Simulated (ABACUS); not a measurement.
# LiF (Griceite) (Fm-3m) in ABACUS: settings compared

The runs below take LiF (Griceite) through band structure, equation of state, with SCAN, RPBE.

Program: ABACUS 3.10.1. These are calculated values, not measurements. Logs are shortened: lines on timing, memory, paths and dates and some standing lists are left out, and cuts for length are marked.

### Step 1. The crystal as given

It takes space group Fm-3m (No. 225, cubic). Conventional cell: a = 4.028 Å, b = 4.028 Å, c = 4.028 Å, α = 90.00°, β = 90.00°, γ = 90.00°. Around F (site symmetry m-3m) lie 6 Li at 2.01 Å. Around Li (site symmetry m-3m) lie 6 F at 2.01 Å.

### Step 2. Band structure, SCAN

The input, INPUT:

```
INPUT_PARAMETERS
suffix              LiF
calculation         nscf
basis_type          lcao
pseudo_dir          ./
orbital_dir         ./
symmetry            -1
dft_functional      scan
ecutwfc             100.0
pseudo_rcut         10
nspin               1
nbands              15
ks_solver           genelpa
smearing_method     fd
smearing_sigma      0.00367493
scf_thr             1e-07
scf_nmax            100
mixing_type         broyden
mixing_beta         0.7
mixing_tau          1
init_chg            file
out_band            1
```

The input, STRU:

```
ATOMIC_SPECIES
F 18.9984 F_ONCV_PBE-1.2.upf
Li 6.9400 Li_ONCV_PBE-1.2.upf

NUMERICAL_ORBITAL
F_confined-atom_6au_2s2p1d.orb
Li_confined-atom_8au_3s1p.orb

LATTICE_CONSTANT
1.8897261246

LATTICE_VECTORS
-2.0140000000 0.0000000000 2.0140000000
0.0000000000 2.0140000000 2.0140000000
-2.0140000000 2.0140000000 0.0000000000

ATOMIC_POSITIONS
Direct

F
0.0
1
0.5000000000 0.5000000000 0.5000000000 1 1 1

Li
0.0
1
0.0000000000 0.0000000000 0.0000000000 1 1 1
```

The input, KPT:

```
K_POINTS
12
Line
0.00000000 0.00000000 0.00000000 10 // G
0.50000000 0.00000000 0.50000000 10 // X
0.50000000 0.25000000 0.75000000 10 // W
0.37500000 0.37500000 0.75000000 10 // K
0.00000000 0.00000000 0.00000000 10 // G
0.50000000 0.50000000 0.50000000 10 // L
0.62500000 0.25000000 0.62500000 10 // U
0.50000000 0.25000000 0.75000000 10 // W
0.50000000 0.50000000 0.50000000 10 // L
0.37500000 0.37500000 0.75000000 1 // K
0.62500000 0.25000000 0.62500000 10 // U
0.50000000 0.00000000 0.50000000 1 // X
```

Potentials or basis: SG15 ONCV 1.2 PBE, DZP LCAO (the cutoffs set its grid).

Launch:

```
OMP_NUM_THREADS=1 mpirun -np 4 abacus > log
```

running log:

```text
ABACUS v3.10.1

               Atomic-orbital Based Ab-initio Computation at UStc

 ------------------------------------------------------------------------------------

 READING GENERAL INFORMATION
                           global_out_dir = OUT.LiF/
                           global_in_card = INPUT
                               pseudo_dir = ./
                              orbital_dir = ./
                                    DSIZE = 4
                                    GSIZE = 1
[... 5 lines left out ...]

 READING ATOM TYPE 1
                               atom label = F
                      L=0, number of zeta = 2
                      L=1, number of zeta = 2
                      L=2, number of zeta = 1
             number of atom for this type = 1

 READING ATOM TYPE 2
                               atom label = Li
                      L=0, number of zeta = 3
                      L=1, number of zeta = 1
             number of atom for this type = 1

                        TOTAL ATOM NUMBER = 2
DIRECT COORDINATES
    atom                   x                   y                   z     mag                  vx                  vy                  vz
taud_F1            0.5000000000        0.5000000000        0.5000000000  0.0000        0.0000000000        0.0000000000        0.0000000000
taud_Li1            0.0000000000        0.0000000000        0.0000000000  0.0000        0.0000000000        0.0000000000        0.0000000000

                          Volume (Bohr^3) = 110.257
                             Volume (A^3) = 16.3383

 Lattice vectors: (Cartesian coordinate: in unit of a_0)
               -2.014                  +0              +2.014
                   +0              +2.014              +2.014
               -2.014              +2.014                  +0
 Reciprocal vectors: (Cartesian coordinate: in unit of 2 pi/a_0)
            -0.248262           -0.248262           +0.248262
            +0.248262           +0.248262           +0.248262
            -0.248262           +0.248262           -0.248262
 The esolver type has been set to : ksdft_lcao

                PAO radial cut off (Bohr) = 10

 Read in pseudopotential file is F_ONCV_PBE-1.2.upf
                     pseudopotential type = NC
          exchange-correlation functional = PBE
                 nonlocal core correction = 0
                        valence electrons = 7
                                     lmax = 1
                           number of zeta = 0
                     number of projectors = 4
                           L of projector = 0
                           L of projector = 0
                           L of projector = 1
                           L of projector = 1
 XC functional updated to : scan
          exchange-correlation functional = SCAN
                PAO radial cut off (Bohr) = 10

 Read in pseudopotential file is Li_ONCV_PBE-1.2.upf
                     pseudopotential type = NC
          exchange-correlation functional = PBE
                 nonlocal core correction = 0
                        valence electrons = 3
                                     lmax = 1
                           number of zeta = 0
                     number of projectors = 4
                           L of projector = 0
                           L of projector = 0
                           L of projector = 1
                           L of projector = 1
 XC functional updated to : scan
          exchange-correlation functional = SCAN
     initial pseudo atomic orbital number = 0

 SETUP THE ELECTRONS NUMBER
             electron number of element F = 7
       total electron number of element F = 7
            electron number of element Li = 3
      total electron number of element Li = 3
            AUTOSET number of electrons:  = 10
                           occupied bands = 5
                                   NLOCAL = 19
                                   NBANDS = 15
                                   NBANDS = 15
                                   NLOCAL = 19

%%%%%%%%%%%%%%%%%%%%%%%%%%%%%%%%%%%%%%%%%%%%%%%%%%%%%%%%%%%%%%%%%%%%%%%%%%%%%%%%%%%%%%%%%%%%%%%%%%%%%%%%%%
 Warning: the number of valence electrons in pseudopotential > 1 for Li: [He] 2s1
 Pseudopotentials with additional electrons can yield (more) accurate outcomes, but may be less efficient.
 If you're confident that your chosen pseudopotential is appropriate, you can safely ignore this warning.
%%%%%%%%%%%%%%%%%%%%%%%%%%%%%%%%%%%%%%%%%%%%%%%%%%%%%%%%%%%%%%%%%%%%%%%%%%%%%%%%%%%%%%%%%%%%%%%%%%%%%%%%%%

 SETUP THE PLANE WAVE BASIS
 energy cutoff for charge/potential (unit:Ry) = 400
            fft grid for charge/potential = [ 36, 36, 36 ]
                        fft grid division = [ 3, 3, 3 ]
        big fft grid for charge/potential = [ 12, 12, 12 ]
                                     nbxx = 432
                                     nrxx = 11664

 SETUP PLANE WAVES FOR CHARGE/POTENTIAL
[... 51 lines left out ...]

 PARALLEL PW FOR WAVE FUNCTIONS
     PROC   COLUMNS(POT)             PW
        1             60            605
        2             60            605
        3             60            605
        4             61            606
 --------------- sum -------------------
        4            241           2421

 SET NONLOCAL PSEUDOPOTENTIAL PROJECTORS
 SET NONLOCAL PSEUDOPOTENTIAL PROJECTORS
 max number of nonlocal projetors among all species is 4

 -------------------------------------------
 NONSELF-CONSISTENT
 -------------------------------------------

 SETUP SEARCHING RADIUS FOR PROGRAM TO SEARCH ADJACENT ATOMS
                  longest orb rcut (Bohr) = 8
   longest nonlocal projector rcut (Bohr) = 1.78
                     search radius (Bohr) = 19.6
              searching radius is (Bohr)) = 19.6
         searching radius unit is (Bohr)) = 1.89
                         PeriodicBoundary = 1
                        Radius(unit:lat0) = 10.4
                                   glayer = [ 6, 6, 6 ]
                             glayer_minus = [ 5, 5, 5 ]

Find the coordinate range of the input atom(unit:lat0).
                                  min_tau = [ -22.2, -20.1, -20.1 ]
                                  max_tau = [ 20.1, 22.2, 22.2 ]
                                BoxNumber = [ 11, 11, 11 ]

 SETUP EXTENDED REAL SPACE GRID FOR GRID INTEGRATION
                          real space grid = [ 36, 36, 36 ]
                 big cell numbers in grid = [ 12, 12, 12 ]
             meshcell numbers in big cell = [ 3, 3, 3 ]
                        extended fft grid = [ 22, 22, 22 ]
                dimension of extened grid = [ 57, 57, 57 ]
                            UnitCellTotal = 125
              Atom number in sub-FFT-grid = 2
    Local orbitals number in sub-FFT-grid = 19
                                ParaV.nnr = 13686
                                 init_chg = file
 try to read charge from file
 Read in the charge density: OUT.LiF//LiF-CHARGE-DENSITY.restart
 try to read kinetic energy density from file
 Read in the kinetic energy density: OUT.LiF//LiF-TAU-DENSITY.restart

 LCAO ALGORITHM --------------- ION=   1  ELEC=   1--------------------------------
[... levels at 102 k points of this process ...]

 Density error is 0.00000000000
----------------------------------------------------------
     Energy           Rydberg                 eV
----------------------------------------------------------
 E_KohnSham     -62.3855491503       -848.7989413027
 E_KS(sigma->0) -62.3855491503       -848.7989413027
 E_Harris       -62.3855491503       -848.7989413027
 E_band         -9.4684175764        -128.8244300825
 E_one_elec     -25.1691481359       -342.4438284539
 E_Hartree      16.5405405256        225.0455991476
 E_xc           -12.8086648765       -174.2708260924
 E_Ewald        -40.9482766635       -557.1298859041
 E_entropy(-TS) 0.0000000000         0.0000000000
 E_descf        0.0000000000         0.0000000000
 E_exx          0.0000000000         0.0000000000
 E_Fermi        0.2705439865         3.6809397755
----------------------------------------------------------

 charge density convergence is achieved
 final etot is -848.79894130 eV
 EFERMI = 3.6809397755 eV

 STATE ENERGY(eV) AND OCCUPATIONS    NSPIN == 1
 1/102 kpoint (Cartesian) = 0.0000 0.0000 0.0000 (457 pws)
       1       -41.2764      0.0196078
       2       -20.9588      0.0196078
       3       0.342128      0.0196078
       4       0.342128      0.0196078
       5       0.342128      0.0196078
       6        10.4839    1.59469e-61
       7        26.5589        0.00000
       8        26.5589        0.00000
       9        26.5589        0.00000
      10        30.7554        0.00000
      11        30.7554        0.00000
      12        30.7554        0.00000
      13        38.1604        0.00000
      14        38.1604        0.00000
      15        58.0094        0.00000

 2/102 kpoint (Cartesian) = -0.024826 0.0000 0.0000 (463 pws)
       1       -41.2744      0.0196078
       2       -20.9459      0.0196078
       3       0.277487      0.0196078
       4       0.316642      0.0196078
       5       0.316642      0.0196078
       6        10.5957    1.70405e-62
       7        25.9543        0.00000
       8        25.9543        0.00000
       9        26.1038        0.00000
      10        30.4445        0.00000
      11        31.8124        0.00000
      12        31.8124        0.00000
      13        38.2938        0.00000
      14        38.8831        0.00000
      15        56.2981        0.00000
[... 37 lines left out ...]
       2       -20.7673      0.0196078
       3      -0.621470      0.0196078
       4     -0.0130916      0.0196078
       5     -0.0130916      0.0196078
       6        12.0941    1.64803e-75
       7        22.6912        0.00000
       8        23.3736        0.00000
       9        23.3736        0.00000
      10        26.9391        0.00000
      11        40.1437        0.00000
      12        40.1995        0.00000
      13        40.4096        0.00000
      14        40.4096        0.00000
      15        56.3729        0.00000

 6/102 kpoint (Cartesian) = -0.12413 0.0000 0.0000 (465 pws)
       1       -41.2382      0.0196078
       2       -20.6715      0.0196078
       3       -1.07777      0.0196078
       4      -0.168662      0.0196078
       5      -0.168662      0.0196078
       6        12.8885    2.07300e-82
       7        21.7633        0.00000
       8        22.9201        0.00000
       9        22.9201        0.00000
      10        25.5560        0.00000
      11        39.1501        0.00000
      12        41.2339        0.00000
      13        43.5756        0.00000
      14        43.5756        0.00000
      15        56.8157        0.00000

[... levels at 96 further k points ...]

 --------------------------------------------
 !FINAL_ETOT_IS -848.7989413027052 eV
 --------------------------------------------

 Output bands in file: OUT.LiF/BANDS_1.dat
```

It took 1.1 s on 4 MPI ranks of Intel Xeon Platinum 8488C (Sapphire Rapids), shared host; peak memory 0.36 GiB.

Results:

- Band gap along the path: 10.14 eV, direct

Levels at the corners of the path, in eV from the Fermi level:
| point | band 3 | band 4 | band 5 | band 6 | band 7 | band 8 |
| --- | --- | --- | --- | --- | --- | --- |
| Γ | -3.34 | -3.34 | -3.34 | 6.80 | 22.88 | 22.88 |
| X | -6.31 | -4.34 | -4.34 | 12.76 | 15.59 | 18.32 |
| W | -5.40 | -5.40 | -4.13 | 13.30 | 13.30 | 15.64 |
| K | -5.81 | -4.90 | -4.08 | 12.76 | 12.96 | 16.84 |
| Γ | -3.34 | -3.34 | -3.34 | 6.80 | 22.88 | 22.88 |
| L | -5.85 | -3.57 | -3.57 | 8.55 | 15.48 | 17.15 |
| U | -5.81 | -4.90 | -4.08 | 12.76 | 12.96 | 16.84 |
| W | -5.40 | -5.40 | -4.13 | 13.30 | 13.30 | 15.64 |
| L | -5.85 | -3.57 | -3.57 | 8.55 | 15.48 | 17.15 |
| K | -5.81 | -4.90 | -4.08 | 12.76 | 12.96 | 16.84 |
| U | -5.81 | -4.90 | -4.08 | 12.76 | 12.96 | 16.84 |
| X | -6.31 | -4.34 | -4.34 | 12.76 | 15.59 | 18.32 |

Caveat: the atomic orbitals were generated for these runs and aren't a published set; the density is read from an earlier self-consistent run, whose mesh may be coarse; the basis of atomic orbitals isn't converged, which shifts pressures, moduli and gaps.

[end of part 1 of 2]
